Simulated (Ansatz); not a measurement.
Relaxed structure of H2 on the (111) surface of NbN, one molecule per 33.3 Å² (the molecule's atoms stand last):

```xyz
26
Lattice="6.2012 0.0000 0.0000 -3.1006 5.3704 0.0000 0.0000 0.0000 24.3290" Properties=species:S:1:pos:R:3 pbc="T T T"
Nb    0.0000    1.7901    8.0000
Nb   -1.5503    4.4753    8.0000
Nb    3.1006    1.7901    8.0000
Nb    1.5503    4.4753    8.0000
N     1.5503    0.8951    9.2658
N     0.0000    3.5802    9.2658
N     4.6509    0.8951    9.2658
N     3.1006    3.5802    9.2658
Nb    1.5503    2.6852   10.5316
Nb    3.1006    0.0000   10.5316
Nb   -1.5503    2.6852   10.5316
Nb    0.0000    0.0000   10.5316
N     3.1794    1.8294   11.7720
N     1.5366    4.4710   11.8052
N    -0.0889    1.8467   11.7733
N    -1.5429    4.3724   11.7722
Nb    3.0286    3.5531   13.2665
Nb    4.5986    0.8518   13.2849
Nb   -0.0574    3.5515   13.3415
Nb    1.5232    0.8834   12.8554
N    -1.5909    2.6658   14.1553
N    -0.0412   -0.0265   14.0604
N     1.5123    2.6924   14.1035
N     3.0867   -0.0318   14.1047
H    -1.9180    4.9379   16.4636
H    -1.6599    4.5453   17.0503
```

Method: DFT PBE+D3(BJ), scalar-relativistic, plane waves, PAW (Ansatz 0.2.0). Plane waves to 420 eV, a k mesh through Γ of 4×4×1 on the computed 26-atom cell and Gaussian smearing (0.10 eV); no spin polarisation. A dipole correction removes the field between periodic images along c.

The slab and the molecular layer are also computed alone at these places.

Q: How does the adsorption energy per molecule split into interaction and deformation?

A: E_ads = -0.381 eV: interaction of the rigid parts -0.083 eV, deformation of the slab -0.297 eV, deformation of the molecule with its lateral interactions -0.001 eV.

Q: How much charge moves across the plane at z = 15.31 Å, midway between slab and molecule?

A: No net charge (under 0.01 e); half the integral of |Δρ| is 0.01 e.

Q: How does the density difference (whole less rigid parts, positive where electrons gather), summed over the plane, run along c?

A: (z (Å), Δρ (e/Å)): (6.08, 0.000), (6.22, 0.000), (6.49, 0.000), (6.62, 0.000), (6.89, 0.000), (7.03, 0.000), (7.30, 0.000), (7.43, 0.000), (7.57, 0.000), (7.84, 0.000), (7.97, 0.000), (8.24, 0.000), (8.38, 0.000), (8.65, 0.000), (8.79, 0.000), (9.06, 0.000), (9.19, 0.000), (9.33, 0.000), (9.60, 0.000), (9.73, 0.000), (10.00, 0.000), (10.14, 0.000), (10.41, 0.000), (10.54, 0.000), (10.68, 0.000), (10.95, 0.000), (11.08, 0.000), (11.35, 0.000), (11.49, 0.000), (11.76, 0.000), (11.89, 0.000), (12.03, 0.000), (12.30, 0.000), (12.43, 0.000), (12.71, 0.000), (12.84, 0.001), (13.11, 0.001), (13.25, 0.001), (13.52, 0.000), (13.65, 0.000), (13.79, 0.000), (14.06, 0.001), (14.19, 0.001), (14.46, 0.001), (14.60, -0.001), (14.87, -0.002), (15.00, -0.002), (15.14, -0.002), (15.41, -0.002), (15.54, -0.002), (15.81, -0.002), (15.95, -0.002), (16.22, -0.003), (16.35, -0.003), (16.49, -0.003), (16.76, 0.000), (16.90, 0.002), (17.17, 0.004), (17.30, 0.003), (17.57, 0.002), (17.71, 0.002), (17.98, 0.001), (18.11, 0.001), (18.25, 0.001), (18.52, 0.000), (18.65, 0.000), (18.92, 0.000), (19.06, 0.000), (19.33, 0.000), (19.46, 0.000)